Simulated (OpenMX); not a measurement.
**Ta2N in OpenMX: the effect of dispersion**

Crystal: Ta2N.

```xyz
3
Lattice="3.1129 0.0000 0.0000 -1.5564 2.6958 0.0000 0.0000 0.0000 4.8698" Properties=species:S:1:pos:R:3 pbc="T T T"
Ta    0.0000    1.7972    1.2404
Ta    1.5564    0.8986    3.6294
N     0.0000    0.0000    0.0000
```

The cell comes from a database or a generator and needn't be the stable form of this composition.

Alike in all runs:

- Program: OpenMX 3.8.5
- Task: single point
- Functional: PBE
- Potentials or basis: OpenMX 2013 PBE set, Ta7.0-s3p2d2f1, N6.0-s2p2d1, grid cutoff 400 Ry
- k mesh: 7 × 7 × 5
- Occupations: fermi-dirac, width 0.05 eV
- Spin: no spin polarisation

```csv
dispersion,pressure (GPa),largest force (eV/Å)
none,-3.1,0.04
D3,?,?
D3(BJ),-9.4,0.05
D4,-6.6,0.03
```

Problem. What does the run with dispersion D3 give?

Solution. Pressure -9.4 GPa; largest force 0.06 eV/Å.

Caveats: the basis of atomic orbitals isn't converged, which shifts pressures, moduli and gaps; pairwise dispersion overbinds metals, which lowers pressure and volume (some runs).
